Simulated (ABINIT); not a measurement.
Runs of ABINIT 10.8.3 (patched build) on LiCl. The structure is cubic, space group Fm-3m (No. 225). The conventional cell has a = 5.130 Å, b = 5.130 Å, c = 5.130 Å, α = 90.00°, β = 90.00°, γ = 90.00°. Around Cl (site symmetry m-3m) lie 6 Li at 2.56 Å. Li (site symmetry m-3m) is surrounded by 6 Cl at 2.56 Å. 

```csv
task,level,potentials or basis,k mesh,cutoff (eV),fine-grid cutoff,dispersion computed by,mesh quality,gap on the mesh (eV),pressure (GPa),V0 of scaled cells (Å³/atom),B0 (GPa)
single point,LDA,JTH PAW LDA v2.0,4 × 4 × 4,680,1278.94 eV,-,coarse,5.98,-3.1,-,-
band structure,PBEsol,JTH PAW PBE v2.0,9 × 9 × 9,680,1278.94 eV,-,not flagged,6.12,-1.3,-,-
band structure,LDA,JTH PAW LDA v2.0,9 × 9 × 9,680,1278.94 eV,-,not flagged,5.98,-3.2,-,-
single point,LDA,JTH PAW LDA v2.0,12 × 12 × 12,680,1278.94 eV,-,not flagged,5.98,-3.2,-,-
single point,PBEsol,JTH PAW PBE v2.0,12 × 12 × 12,680,1278.94 eV,-,not flagged,6.12,-1.3,-,-
band structure,PBE,SG15 NC PBE v1.2,9 × 9 × 9,1007,-,-,not flagged,6.34,(a),-,-
equation of state,RPBE+D3,JTH PAW PBE v2.0,9 × 9 × 9,680,1278.94 eV,simple-dftd3 1.7.0,not flagged,-,-,17.29,(b)
equation of state,PBEsol,PseudoDojo NC SR PBEsol v0.4.1 standard,9 × 9 × 9,1007,-,-,not flagged,-,-,16.23,35
```

Alike in all rows: no spin polarisation; cell as given; smearing fermi-dirac 0.05 eV.

Question: Fill in the values left out.

Answer: (a) 0.4; (b) 31.

Caveats: some runs use coarse meshes; the PAW data sets were made with another functional, which shifts forces and pressure a little (some runs); pressures at fixed basis lie under the slope of the energies (some runs).

A k mesh can miss the band edges.

Not every run made on this cell is shown here.
